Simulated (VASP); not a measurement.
Write the native input for VASP 6.6.1 that does the following.

```yaml
Task: relaxation of cell and atoms
Functional: PBE
Potentials_or_basis: VASP PAW PBE potentials, release 64 (Mo_sv, Se)
Cutoff: 600 eV
k_mesh: 9 × 9 × 2
Occupations: gaussian, width 0.03 eV
Spin: no spin polarisation
Further_INCAR_settings: ALGO = Normal; EDIFF = 1e-07; IBRION = 2; EDIFFG = -0.005; NSW = 90; ISIF = 3
```

The structure of MoSe2 lies in POSCAR:

```
MoSe2                                   
1.0
    3.3229651448      0.0000000000      0.0000000000
   -1.6614825724      2.8777722313     -0.0000000000
    0.0000000000      0.0000000000     14.6111167037
  Mo              Se            
     2     4
Direct
     0.3333333332999970    0.6666666667000030    0.2500000000000000
     0.6666666667000030    0.3333333332999970    0.7500000000000000
     0.3333333332999970    0.6666666667000030    0.6356794066535549
     0.6666666667000030    0.3333333332999970    0.1356794066535550
     0.3333333332999970    0.6666666667000030    0.8643205933464451
     0.6666666667000030    0.3333333332999970    0.3643205933464450
```

One way to write it, as run:

INCAR

```
PREC     = Accurate       # precision mode
ENCUT    = 600            # plane-wave cutoff, eV
EDIFF    = 1E-7           # SCF threshold, eV
ISMEAR   = 0              # smearing method
SIGMA    = 0.03           # smearing width, eV
LREAL    = F              # projectors in reciprocal space
LASPH    = T              # aspherical terms in the spheres
NELM     = 80             # most SCF steps
ALGO     = Normal         # electronic algorithm
ISIF     = 3              # what is computed and relaxed
LWAVE    = F              # write WAVECAR
LCHARG   = F              # write CHGCAR
GGA      = PE             # functional
IBRION   = 2              # ionic algorithm
NSW      = 90             # ionic steps
EDIFFG   = -0.005         # ionic threshold
KPAR     = 2
```

KPOINTS

```
regular mesh
0
Gamma
  9 9 2
```

Potentials or basis: VASP PAW PBE potentials, release 64 (Mo_sv, Se).

Run with:

```sh
$ cat potpaw_PBE.64/Mo_sv/POTCAR potpaw_PBE.64/Se/POTCAR > POTCAR
$ mpirun -np 2 vasp_std > vasp.out
```

It gave:

| Item | Value |
| --- | --- |
| Relaxed volume | 23.68 Å³/atom |
| Relaxed cell | a = 3.322 Å, b = 3.322 Å, c = 14.871 Å, α = 90.00°, β = 90.00°, γ = 120.00° |
| Space group after relaxing (to 0.05 Å) | P6_3/mmc (No. 194) |
| Energy gained by relaxing | 0.1 meV/atom |
| Ionic steps | 20 |
| Pressure after relaxing | 0.0 GPa |
| Band gap on the k mesh | 1.42 eV, direct |

Caveat: an odd mesh through Γ misses points on the zone boundary, where band edges often lie; this functional lacks dispersion, which binds the layers, so the pressure and a relaxed spacing across them are unreliable.

Wall time 5.7 min on 2 MPI ranks on Intel(R) Xeon(R) 6975P-C (Granite Rapids), on a shared host, peak memory 0.37 GiB a rank.
